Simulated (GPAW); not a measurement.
Runs of GPAW 26.7.0 on Ir. Symmetry: Fm-3m, No. 225, cubic system. Conventional cell: a = 3.831 Å, b = 3.831 Å, c = 3.831 Å, α = 90.00°, β = 90.00°, γ = 90.00°. Around Ir (site symmetry m-3m) lie 12 Ir at 2.71 Å. 

```tsv
task	level	potentials or basis	cell	smearing	eigensolver	optimizer	fmax	max steps	convergence	gap on the mesh (eV)	pressure (GPa)	relaxed volume (Å³/atom)
relaxation of cell and atoms	BLYP	PAW data sets generated in the run's folder for this functional, pw	relaxed	fermi-dirac 0.05 eV	davidson	LBFGS	0.01 eV/Å	40	density=1e-05 forces=0.0001	none	0.0	15.13
relaxation of cell and atoms	PBEsol	PAW data sets generated in the run's folder for this functional, pw	relaxed	fermi-dirac 0.05 eV	-	BFGS	0.02 eV/Å	60	density=1e-05 forces=0.0001	none	0.0	13.99
relaxation of cell and atoms	revPBE	the program's PAW data sets (release 1.2.1) made for this functional, pw	relaxed	fermi-dirac 0.05 eV	-	FIRE	0.02 eV/Å	100	density=1e-05 forces=0.0001	none	0.0	14.57
band structure	revPBE	the program's PAW data sets (release 1.2.1) made for this functional, pw	as given	fermi-dirac 0.05 eV	-	-	-	-	-	-	13.4	-
relaxation of cell and atoms	RPBE	the program's PAW data sets (release 1.2.1) made for this functional, pw	relaxed	fermi-dirac 0.05 eV	-	FIRE	0.02 eV/Å	40	density=1e-05 forces=0.0001	none	0.0	14.63
band structure	LDA	the program's PAW data sets (release 1.2.1) made for this functional, pw	as given	fermi-dirac 0.05 eV	-	-	-	-	-	-	-8.8	-
single point	RPBE	the program's PAW data sets (release 1.2.1) made for this functional, pw	as given	gaussian 0.02 eV	-	-	-	-	-	none	14.7	-
relaxation of cell and atoms	BLYP+D3(BJ)	PAW data sets generated in the run's folder for this functional, pw	relaxed	fermi-dirac 0.05 eV	davidson	FIRE	0.02 eV/Å	40	density=1e-05 forces=0.0001	none	0.2	(b)
band structure	PBEsol	PAW data sets generated in the run's folder for this functional, pw	as given	fermi-dirac 0.05 eV	-	-	-	-	-	-	(a)	-
relaxation of cell and atoms	revPBE+D4	the program's PAW data sets (release 1.2.1) made for this functional, pw	relaxed	fermi-dirac 0.05 eV	-	BFGS	0.01 eV/Å	40	density=1e-05 forces=0.0001	none	0.0	13.95
relaxation of cell and atoms	revPBE+D3(BJ)	the program's PAW data sets (release 1.2.1) made for this functional, pw	relaxed	fermi-dirac 0.05 eV	-	BFGS	0.05 eV/Å	100	density=1e-05 forces=0.0001	none	0.0	13.94
band structure	BLYP	PAW data sets generated in the run's folder for this functional, pw	as given	fermi-dirac 0.05 eV	davidson	-	-	-	-	-	26.1	-
```

Alike in all rows: no spin polarisation; k mesh 12 × 12 × 12; cutoff (eV) 600.

Fill in the values left out.

(a) -2.0; (b) 14.26.

Caveats: later steps reuse the first step's grids (some runs); spin-orbit coupling is left out, which moves the levels of the heavy elements (some runs); pairwise dispersion overbinds metals, which lowers pressure and volume (some runs); so large a pressure means that the cell lies far from this level's equilibrium, or that cutoff or potentials fall short (some runs).

A k mesh can miss the band edges, and the runs leave out spin-orbit coupling on Ir.

A gap of «none» marks a metal or a gap under the smearing width.

Runs at the PBE level aren't shown here.
